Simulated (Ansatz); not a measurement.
**SrF2: pressure series**

The parent structure is SrF2 in the fluorite structure (space group Fm-3m, No. 225; a = 5.758 Å).

Cell and atoms are relaxed at each pressure.

All numbers come from PBEsol in Ansatz (plane waves to 420 eV, PAW, no spin-orbit coupling).

```tsv
change	density	width of the top valence band	band gap
base	4.37 g/cm³	0.44 eV	6.90 eV
pressure −2 GPa	4.25 g/cm³	0.44 eV	6.75 eV
pressure −1 GPa	4.31 g/cm³	0.44 eV	6.83 eV
pressure 0.3 GPa	4.39 g/cm³	0.44 eV	6.92 eV
pressure 0.7 GPa	4.41 g/cm³	0.44 eV	6.95 eV
pressure 1.5 GPa	___	0.43 eV	___
pressure 3 GPa	4.54 g/cm³	0.43 eV	7.11 eV
pressure 5 GPa	4.64 g/cm³	0.42 eV	7.23 eV
pressure 7.5 GPa	4.76 g/cm³	0.41 eV	7.37 eV
pressure 10 GPa	4.86 g/cm³	0.40 eV	7.50 eV
```

**Question.** What belongs in the blanks?

**Answer.** 
- pressure 1.5 GPa, density: 4.46 g/cm³
- pressure 1.5 GPa, band gap: 7.01 eV

Load acts through the strain it causes; cell and atoms are relaxed under it. Stability against distortions was not tested. No other phases were tried under pressure.

Ansatz is a quantum-chemistry and plane-wave program.
